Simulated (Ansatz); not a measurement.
Reaction (ligand exchange at the Se–C bond): `C[Se]C(F)(F)F` + PH₃ → `C[Se]P` + `FC(F)F`

Isolated molecules relaxed with PBE0-D4/def2-TZVP in Ansatz; ΔE leaves out vibrations. CBS: MP2 limit from def2 TZ/QZ plus the TZ coupled-cluster correction, frozen cores. This one scheme is used for every species. Functionals use def2-TZVPP. For Se outer-core shells are correlated without core-valence functions, which leaves a few kJ/mol of doubt a bond. Scalar relativity is left out up to krypton. Each species was taken in one conformer, which may not be the lowest.

| level | ΔE (kcal/mol) |
| --- | --- |
| LC-ωPBE | -16.5 |
| HF/CBS(def2) | -20.5 |

**Question.** What does CCSD(T)/CBS give? (Best estimate.)

**Answer.** Computed: -17.5 kcal/mol. The listed levels differ from it by 1.0, -3.0 kcal/mol.

Largest T1 diagnostic among the species: 0.013.

From BLYP to BHLYP (50 % exact exchange), in def2-TZVPP and without D4, ΔE moves by −2.0 kcal/mol. At CCSD(T), def2-SVP lies +2.4 kcal/mol from the extrapolated value and def2-TZVPP +0.8 kcal/mol. Leaving LDA and LC-ωPBE aside and taking each functional with its dispersion term where it has one, the values, not all of them listed here, spread over 3.1 kcal/mol, from PBE-QIDH to ωB97X-V. LDA lies +2.4 kcal/mol from PBE without D4.

CCSD(T)/CBS has its own doubt, a few kJ/mol and more with outer-core shells, so smaller differences from it don't rank the levels.
